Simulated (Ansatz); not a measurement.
Crystal: CdS (Greenockite).

```
Cd S
1.0
     4.15000    0.00000    0.00000
    -2.07500    3.59401    0.00000
     0.00000    0.00000    6.73700
Cd S
2 2
Direct
  0.66667 0.33333 0.50000
  0.33333 0.66667 0.00000
  0.66667 0.33333 0.87500
  0.33333 0.66667 0.37500
```

Base run:

- Program: Ansatz 0.2.0
- Functional: PBE
- Potentials or basis: all-electron LAPW, scalar-relativistic
- Cutoff: 246 eV
- Density cutoff: 985 eV
- Basis error allowed: 0.001 eV/atom
- k mesh: 7 × 7 × 4
- Occupations: fermi-dirac, width 0.05 eV
- Spin: no spin polarisation

Its results: band gap on the k mesh 1.20 eV, direct; pressure 2.1 GPa; largest force 0.068 eV/Å.

Q: The run is repeated on the same cell with these changes: functional from PBE to PBEsol. What comes out?

A: Band gap on the k mesh 1.06 eV, direct; pressure -1.0 GPa; largest force 0.065 eV/Å.

PBEsol binds more tightly than PBE, so the same cell stands under less pressure.

Caveats: an odd mesh through Γ misses points on the zone boundary, where band edges often lie.

Not every run made on this cell is shown here.
